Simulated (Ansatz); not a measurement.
Level of theory: DFT, PBE, scalar-relativistic, no spin polarisation; plane waves to 420 eV with PAW datasets (Ansatz 0.2.0), Γ-centred 12×12×6 mesh, 0.05 eV Gaussian smearing; PAW files: Ansatz's generated set soft_2.

A compound XC has these computed properties.

```json
{"Space group": "P6_3mc (No. 186)", "Conventional cell": "a = 3.887 Å, b = 3.887 Å, c = 4.718 Å, α = 90.00°, β = 90.00°, γ = 120.00°", "Volume": "15.43 Å³/atom", "Band gap": "zero (semimetal)", "Density of states at the Fermi level": "about 0.05 states/(eV·atom) (so small a value isn't resolved on this mesh)", "Bader charges": "X 1.92; C -1.92 e", "Formation energy from the elements (0 K, uncorrected)": "-0.59 eV/atom", "Bulk modulus (Birch–Murnaghan)": "171 GPa", "Pressure derivative B0′": "4.0"}
```

Sites: X on 2b, C on 2b.

Question: Which element is X?
A. Nb
B. Mo
C. Zr
D. Y

Answer: C. X is Zr, so the compound is ZrC.

This is a trial structure; measured cells of the compound in the Crystallography Open Database are in space group Fm-3m (rock salt).
